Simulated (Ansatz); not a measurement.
CuO:

```xyz
4
Lattice="2.8795 0.0000 0.0000 0.0391 2.8793 0.0000 0.0175 0.0172 5.1763" Properties=species:S:1:pos:R:3 pbc="T T T"
Cu    0.0195    1.4396    0.0000
Cu    1.4485    0.0086    2.5882
O     2.8881    0.0177    3.8817
O     0.0479    2.8788    1.2947
```

The cell comes from a database or a generator and needn't be the stable form of this composition.

Program: Ansatz 0.2.0. Alike in all runs: task band structure; potentials or basis Ansatz PAW; no spin polarisation; cell as given; k mesh 9 × 9 × 5; cutoff (eV) 420; smearing fermi-dirac 0.05 eV.

Question: Order these runs on this cell by their pressure, lowest first.
A. level LDA
B. level LDA+U; U Cu d U = 4.5 eV; hubbard projectors ortho-atomic (the default); double counting fll (the default)
C. level PBEsol

Answer: A (-8.5 GPa), B (-6.1 GPa), C (-2.0 GPa).

Caveats: the run has no spin polarisation, though such a crystal can be magnetic; the PAW data sets come from PBE, with cores solved anew for the run's functional, which leaves a small shift of forces and pressure; U without spin polarisation on a metal has little footing (some runs).

Not every run made on this cell is shown here.
